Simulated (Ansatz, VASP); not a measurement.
## PbSe: VASP beside Ansatz

The input INCAR:

```
SYSTEM = PbSe
PREC = Accurate
ENCUT = 520
EDIFF = 1E-6
ISMEAR = -1
SIGMA = 0.05
LREAL = .False.
LASPH = .True.
NELM = 100
ALGO = Normal
ISIF = 2
LWAVE = .False.
LCHARG = .False.
GGA = PE
NBANDS = 28
```

KPOINTS

```
Automatic mesh
0
Gamma
  7 7 6
  0 0 0
```

Contents of POSCAR:

```
PbSe
1.0
    2.1548765900     -6.1339473500      0.0000000000
    2.1548765900      6.1339473500      0.0000000000
    0.0000000000      0.0000000000      4.4504935700
Pb Se
2 2
Direct
    0.3682392700      0.6317607300      0.2500000000
    0.6317607300      0.3682392700      0.7500000000
    0.1387100400      0.8612899600      0.2500000000
    0.8612899600      0.1387100400      0.7500000000
```

The input input.yaml:

```yaml
crystal:
  lattice:
    - [2.15487659, -6.13394735, 0.0]
    - [2.15487659, 6.13394735, 0.0]
    - [0.0, 0.0, 4.45049357]
  atoms:
    - { symbol: Pb, position: [0.36823927, 0.63176073, 0.25] }
    - { symbol: Pb, position: [0.63176073, 0.36823927, 0.75] }
    - { symbol: Se, position: [0.13871004, 0.86128996, 0.25] }
    - { symbol: Se, position: [0.86128996, 0.13871004, 0.75] }
hamiltonian:
  xc: pbe
  pseudopotentials: { kind: paw }
kpoints:
  mp_grid: { grid: [7, 7, 6] }
scf:
  occupations: { method: fermi_dirac, width: 0.05 }
output:
  forces: true
  stress: true
  eigenvalues: true
```

Measurements of this composition are mostly on another form, of space group No. 225.

Alike in both runs: task single point; functional PBE; k mesh 7 × 7 × 6; occupations fermi-dirac, width 0.05 eV; no spin polarisation.

|  | VASP | Ansatz |
| --- | --- | --- |
| version | VASP 6.6.1 | Ansatz 0.2.0 |
| potentials or method | VASP PAW PBE potentials, release 64 (Pb_d, Se) | Ansatz PAW |
| plane-wave cutoff (eV) | 520 | 420 |
| valence electrons in the cell | 40 | 60 |

Ansatz gave:

```
gap on the k mesh at the Fermi level (eV)       : 1.02
least direct gap on the mesh (eV)               : 1.02
pressure (GPa)                                  : 1.0
largest component of the traceless stress (GPa) : 0.16
rms of the force components (eV/Å)              : 0.062
```

Task: What did VASP give for the same quantities?

Result: gap on the k mesh at the Fermi level (eV): 1.02; least direct gap on the mesh (eV): 1.02; pressure (GPa): 1.0; largest component of the traceless stress (GPa): 0.18; rms of the force components (eV/Å): 0.067.

Atom by atom the forces differ by 0.005 eV/Å (rms over components). With one functional, cell and mesh, what is left measures potentials, basis and numerics. The two sets of potentials don't hold the same shells in valence.

Caveats: spin-orbit coupling is left out, which as a rule narrows the gap of such compounds by several tenths of an eV; an odd mesh through Γ misses points on the zone boundary, where band edges often lie (VASP); odd divisions of the mesh miss points on the zone boundary, where band edges often lie, so the gap on the mesh can be too wide (Ansatz).
